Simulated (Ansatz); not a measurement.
# ZnSe: the cost of one run

Program: Ansatz 0.2.0. Level of theory: reference: DFT, r2SCAN, plane waves, PAW. These are calculated values, not measurements.

8 further runs of the same task are left out: 1 for a known fault of the program, 7 that didn't finish.

## 1. The structure to begin with

It takes space group Pm-3m (No. 221, cubic). The conventional cell has a = 3.325 Å, b = 3.325 Å, c = 3.325 Å, α = 90.00°, β = 90.00°, γ = 90.00°. Zn (site symmetry m-3m) is surrounded by 8 Se at 2.88 Å. Se (site symmetry m-3m) is surrounded by 8 Zn at 2.88 Å.

Coordinates:

```
Zn Se
1.0
     3.32515    0.00000    0.00000
     0.00000    3.32515    0.00000
     0.00000    0.00000    3.32515
Zn Se
1 1
Direct
  0.00000 0.00000 0.00000
  0.50000 0.50000 0.50000
```

## 2. Baseline

Input file input.yaml:

```yaml
crystal:
  lattice:
    - [3.3251530459, 0.0, 0.0]
    - [0.0, 3.3251530459, 0.0]
    - [0.0, 0.0, 3.3251530459]
  atoms:
    - { symbol: Zn, position: [0.0, 0.0, 0.0] }
    - { symbol: Se, position: [0.5, 0.5, 0.5] }
kpoints:
  mp_grid: { grid: [6, 6, 6] }
hamiltonian:
  xc: r2scan
scf:
  occupations: { method: fermi_dirac, width: 0.02 }
  n_extra_bands: 4
output:
  forces: true
  stress: true
  eigenvalues: true
```

The run is started by

```console
ansatz run input.yaml --threads 4 --pin off --max-ram 3686MiB --backend cpu --events-out ev --progress --plain --runs-dir out
```

What time and memory should one allow on 4 threads of an x86-64 CPU, shared host?

About 2.4 s, with a peak of 0.41 GiB.
